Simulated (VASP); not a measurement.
# Pb: relaxation of cell and atoms with PBEsol

The system is Pb.

```
Pb
1.0
     0.00000    2.46717    2.46717
     2.46717    0.00000    2.46717
     2.46717    2.46717    0.00000
Pb
1
Cartesian
  0.0000 0.0000 0.0000
```

```
Program                : VASP 6.6.1
Task                   : relaxation of cell and atoms
Functional             : PBEsol
Potentials or basis    : VASP PAW PBE potentials, release 64 (Pb_d)
Cutoff                 : 600 eV
k mesh                 : 14 × 14 × 14
Occupations            : methfessel-paxton, width 0.1 eV
Spin                   : no spin polarisation
Further INCAR settings : ALGO = Normal; EDIFF = 1e-07; IBRION = 2; EDIFFG = -0.005; NSW = 90; ISIF = 3
```

```yaml
Pressure_after_relaxing: 0.0 GPa
Band_gap_on_the_k_mesh: none (metal or under the smearing width)
```

Final structure:
```
CELL_PARAMETERS angstrom
0.00000 2.46717 2.46717
2.46717 0.00000 2.46717
2.46717 2.46717 0.00000
ATOMIC_POSITIONS crystal
Pb 0.00000 0.00000 0.00000
```

Levels at points of the mesh, in eV from the Fermi level:
```
           k point  band 3  band 4  band 5  band 6  band 7  band 8  band 9  band 10  band 11
(0.00, 0.00, 0.00)  -17.03  -16.89  -16.89  -11.87    7.45    7.45    7.45     9.73    11.40
(0.50, 0.00, 0.00)  -17.02  -16.75  -16.75   -8.19   -4.31    5.59    5.59     9.19     9.51
(0.50, 0.50, 0.00)  -16.76  -16.71  -16.71   -6.75   -3.36    2.01    2.01     5.35     6.64
```

It took 24 s on 2 MPI ranks on Intel(R) Xeon(R) Platinum 8488C (Sapphire Rapids) (shared host), peak memory 0.17 GiB a rank.

Caveat: the relaxation stopped at its first step, so nothing moved; the PAW data sets were made with another functional, which shifts forces and pressure a little. The run has no spin-orbit coupling, so splittings on Pb are missing.
